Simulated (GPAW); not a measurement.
Crystal: KBr.

```
Br K
1.0
     0.00000    3.30000    3.30000
     3.30000    0.00000    3.30000
     3.30000    3.30000    0.00000
Br K
1 1
Direct
  0.50000 0.50000 0.50000
  0.00000 0.00000 0.00000
```

Program: GPAW 26.7.0. Alike in all runs: no spin polarisation; cell as given. Hardware: 1 thread of Arm Neoverse V2, on a shared host.

Order these runs on this cell by their wall time, lowest first.
A. task single point; level LDA; potentials or basis the program's PAW data sets (release 1.2.1) made for this functional, pw; k mesh 6 × 6 × 6; cutoff (eV) 450; smearing fermi-dirac 0.05 eV; maxiter 120; convergence default
B. task dielectric tensor; level PBE; potentials or basis GPAW PAW data sets (gpaw-data 1.2.1), pw; k mesh 6 × 6 × 6; cutoff (eV) 450; smearing fermi-dirac 0.001 eV; maxiter 150; response ecut 80 eV; response k mesh 18 × 18 × 18; response bands 28
C. task single point; level TB-mBJ; potentials or basis GPAW PAW data sets for LDA (gpaw-data 1.2.1), pw; k mesh 8 × 8 × 8; cutoff (eV) 600; smearing fermi-dirac 0.05 eV; maxiter 150

A (7.3 s), C (88 s), B (270 s).

Caveats: a model potential gives levels but no total energy (some runs); the long-wavelength limit can be off by a per cent or two (some runs).
